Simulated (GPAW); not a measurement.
Write an ASE script for GPAW 26.7.0 that does the following.

* Task: equation of state
* Functional: PBEsol
* Potentials or basis: PAW data sets generated in the run's folder for this functional
* Cutoff: 800 eV
* Basis: pw
* k mesh: 11 × 11 × 11
* Occupations: fermi-dirac, width 0.05 eV
* Spin: collinear spin, ferromagnetic start
* Starting moments: [3.0, 0.0] μB
* Maxiter: 150
* Eos scales: [0.94, 0.96, 0.98, 1.0, 1.02, 1.04, 1.06]

The system is FeO (Wuestite).

```
CELL_PARAMETERS angstrom
0.00000 2.15540 2.15540
2.15540 0.00000 2.15540
2.15540 2.15540 0.00000
ATOMIC_POSITIONS crystal
Fe 0.00000 0.00000 0.00000
O 0.50000 0.50000 0.50000
```

These files were run (other wordings do the same):

run.py

```python
from ase import Atoms
from ase.eos import EquationOfState
from ase.io import Trajectory
from ase.units import GPa
from gpaw import GPAW, PW, setup_paths

setup_paths.insert(0, '.')

atoms = Atoms(['Fe', 'O'],
              cell=[[0.0, 2.1554, 2.1554],
                    [2.1554, 0.0, 2.1554],
                    [2.1554, 2.1554, 0.0]],
              scaled_positions=[[0.0, 0.0, 0.0],
                                [0.5, 0.5, 0.5]],
              pbc=True)
atoms.set_initial_magnetic_moments([3.0, 0.0])

traj = Trajectory('eos.traj', 'w')
volumes, energies = [], []
for x in [0.94, 0.96, 0.98, 1.0, 1.02, 1.04, 1.06]:
    a = atoms.copy()
    a.set_cell(atoms.cell * x**(1 / 3), scale_atoms=True)
    calc = GPAW(mode=PW(800),
                xc='PBEsol',
                kpts={'size': (11, 11, 11), 'gamma': True},
                occupations={'name': 'fermi-dirac', 'width': 0.05},
                nbands=17,
                convergence={'density': 1e-05, 'energy': 1e-05},
                maxiter=150,
                txt=f'eos-{x:.2f}.txt')
    a.calc = calc
    energies.append(a.get_potential_energy(force_consistent=True))
    volumes.append(a.get_volume())
    p = -a.get_stress()[:3].mean() / GPa
    calc.write(f'eos-{x:.2f}.gpw')
    traj.write(a)
    print(f'{x:.2f} {volumes[-1]:10.4f} A^3 {energies[-1]:14.6f} eV {p:9.3f} GPa', flush=True)

v0, e0, B = EquationOfState(volumes, energies, eos='birchmurnaghan').fit()
print(f'V0 = {v0:.4f} A^3, E0 = {e0:.6f} eV, B0 = {B / GPa:.2f} GPa')
```

Potentials or basis: PAW data sets generated in the run's folder for this functional, pw.

Command:

```bash
$ gpaw-setup -f PBEsol Fe O
$ OMP_NUM_THREADS=1 python run.py
```

It gave:

```json
{
 "Equilibrium volume": "9.69 Å³/atom",
 "Bulk modulus": "210 GPa",
 "Pressure derivative of the bulk modulus": "4.5"
}
```

Run time: 4 min on 1 thread of Arm Neoverse V2, with other jobs on the host, peak memory 0.26 GiB.
